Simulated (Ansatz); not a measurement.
# AlN: band gap under strain

Aim: follow the gap of AlN built on the zincblende prototype through these states: +2.0 % equal strain in all directions; +3.0 % equal strain in all directions; +4.0 % equal strain in all directions. The table at the end shows which levels were run.

The runs shown are made with Ansatz 0.2.0. PAW datasets, plane waves. Computed at 0 K without zero-point motion; spin polarisation is off.

### 1 The structure to begin with

The unstrained cell was relaxed with r2SCAN; in each strained cell the atoms were relaxed again with r2SCAN. Names of k-points are those of the unstrained zone, where strain can split equivalent points. First state: +2.0 % equal strain in all directions.

The symmetry is F-43m (No. 216, cubic); conventional cell a = 4.457 Å, 11.07 Å³ an atom. Around Al lie 4 N at 1.93 Å; around N lie 4 Al at 1.93 Å.

Coordinates:

```xyz
2
Lattice="0.0000 2.2286 2.2286 2.2286 0.0000 2.2286 2.2286 2.2286 0.0000" Properties=species:S:1:pos:R:3 pbc="T T T"
Al    0.0000    0.0000    0.0000
N     1.1143    1.1143    1.1143
```

From earlier runs on the unstrained cell: PBE 3.33 eV, r2SCAN 3.94 eV, HSE06 4.55 eV, G0W0 4.68 eV (on its mesh); a = 4.370 Å.

### 2 +2.0 % equal strain in all directions: PBE

input.yaml

```yaml
crystal:
  lattice:
    - [0.0, 2.2285739407, 2.2285739407]
    - [2.2285739407, 0.0, 2.2285739407]
    - [2.2285739407, 2.2285739407, 0.0]
  atoms:
    - { symbol: Al, position: [0.0, 0.0, 0.0] }
    - { symbol: "N", position: [0.25, 0.25, 0.25] }
kpoints:
  mp_grid: { grid: [10, 10, 10] }
  band_path:
    path:
      - [0.0, 0.0, 0.0]
      - [-0.5, -0.5, 0.0]
      - [-0.375, -0.375, 0.25]
      - [-0.375, 0.0, 0.375]
      - [0.0, 0.0, 0.5]
      - [-0.5, -0.25, 0.25]
      - [0.0, 0.5, 0.5]
    npoints: 1
hamiltonian:
  xc: pbe
scf:
  occupations: { method: fermi_dirac, width: 0.02 }
  n_extra_bands: 4
output:
  forces: true
  stress: true
  eigenvalues: true
```

On the command line:

```
> ansatz run input.yaml --threads 2 --pin off --max-ram 20275MiB --backend cpu --events-out ev --progress --plain --runs-dir out
```

The runs that follow: +2.0 % equal strain in all directions: r2SCAN; +2.0 % equal strain in all directions: HSE06; +2.0 % equal strain in all directions: r2SCAN; +2.0 % equal strain in all directions: G0W0@PBE; +3.0 % equal strain in all directions: PBE; +3.0 % equal strain in all directions: r2SCAN; +3.0 % equal strain in all directions: HSE06; +3.0 % equal strain in all directions: r2SCAN; +3.0 % equal strain in all directions: G0W0@PBE; +4.0 % equal strain in all directions: PBE; +4.0 % equal strain in all directions: r2SCAN; +4.0 % equal strain in all directions: HSE06; +4.0 % equal strain in all directions: r2SCAN; +4.0 % equal strain in all directions: G0W0@PBE.

Before running it: what results should come out?

The runs gave:

Least gap in eV (negative: overlap), with the change from the unstrained cell in brackets. G0W0 is on its own coarse mesh.

```
                                state  volume change (%)           PBE        r2SCAN         HSE06          G0W0
+2.0 % equal strain in all directions               +6.1  3.29 (-0.04)  3.89 (-0.05)  4.49 (-0.06)  4.57 (-0.11)
+3.0 % equal strain in all directions               +9.3  3.27 (-0.06)  3.86 (-0.08)  4.46 (-0.09)  4.52 (-0.16)
+4.0 % equal strain in all directions              +12.5  3.18 (-0.15)  3.79 (-0.15)  4.42 (-0.13)  4.46 (-0.22)
```

**Reading.** The largest move of the HSE06 gap in the table is -0.129 eV, under +4.0 % equal strain in all directions. PBE and HSE06 differ by 1.23 eV on the unstrained gap, and by at most 0.04 eV on its change: the two disagree on the size of the gap but agree on its response to strain. No extrapolation in bands, cutoff or mesh was made for G0W0.
